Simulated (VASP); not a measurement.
EuO, 2 atoms in the cell. The structure is cubic, space group Fm-3m (No. 225). Conventional cell: a = 5.144 Å, b = 5.144 Å, c = 5.144 Å, α = 90.00°, β = 90.00°, γ = 90.00°. Eu (site symmetry m-3m) is surrounded by 6 O at 2.57 Å. O (site symmetry m-3m) has 6 Eu at 2.57 Å as nearest neighbours. The cell was built by a generator and isn't the measured one.

```yaml
Program: VASP 6.6.1
Task: single point
Functional: PBE
Potentials_or_basis: VASP PAW PBE potentials, release 64 (Eu, O)
Cutoff: 520 eV
k_mesh: 6 × 6 × 6
Occupations: gaussian, width 0.05 eV
Spin: collinear spin, ferromagnetic start
Starting_moments: "[7.0, 0.0] μB"
Hubbard_terms: Eu f U = 2 eV
Further_INCAR_settings: ALGO = Normal; EDIFF = 1e-07
```

Potentials or basis: VASP PAW PBE potentials, release 64 (Eu, O).

Command:

```bash
$ cat potpaw_PBE.64/Eu/POTCAR potpaw_PBE.64/O/POTCAR > POTCAR
$ mpirun -np 1 vasp_std > vasp.out
```

Hardware: 1 thread of Intel(R) Xeon(R) Platinum 8488C (Sapphire Rapids), on a shared host.

Question: How long does it take, and how much memory?

Answer: Wall time 26 s on 1 thread of Intel(R) Xeon(R) Platinum 8488C (Sapphire Rapids), with other jobs on the host, peak memory 0.18 GiB. Counts: scf iterations 18, k points 16.
